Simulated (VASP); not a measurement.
ZnS, 2 atoms in the cell. Symmetry: F-43m, No. 216, cubic system. The conventional cell has a = 5.361 Å, b = 5.361 Å, c = 5.361 Å, α = 90.00°, β = 90.00°, γ = 90.00°. Zn (site symmetry -43m) has 4 S at 2.32 Å as nearest neighbours. S (site symmetry -43m) is surrounded by 4 Zn at 2.32 Å. 

| Quantity | Value |
| --- | --- |
| Program | VASP 6.6.1 |
| Task | relaxation of cell and atoms |
| Functional | PBEsol |
| Potentials or basis | VASP PAW PBE potentials, release 64 (Zn, S) |
| Cutoff | 600 eV |
| k mesh | 10 × 10 × 10 |
| Occupations | gaussian, width 0.03 eV |
| Spin | no spin polarisation |
| Further INCAR settings | ALGO = Normal; EDIFF = 1e-07; IBRION = 2; EDIFFG = -0.005; NSW = 90; ISIF = 3 |

Potentials or basis: VASP PAW PBE potentials, release 64 (Zn, S).

Launch:

```sh
$ cat potpaw_PBE.64/Zn/POTCAR potpaw_PBE.64/S/POTCAR > POTCAR
$ mpirun -np 1 vasp_std > vasp.out
```

Hardware: 1 thread of Intel(R) Xeon(R) 6975P-C (Granite Rapids) (shared host).

Problem. How long does it take, and how much memory?

Solution. Wall time 13 s on 1 thread of Intel(R) Xeon(R) 6975P-C (Granite Rapids), on a shared host, peak memory 0.18 GiB. Counts: scf iterations 14, k points 47, ion steps 1.
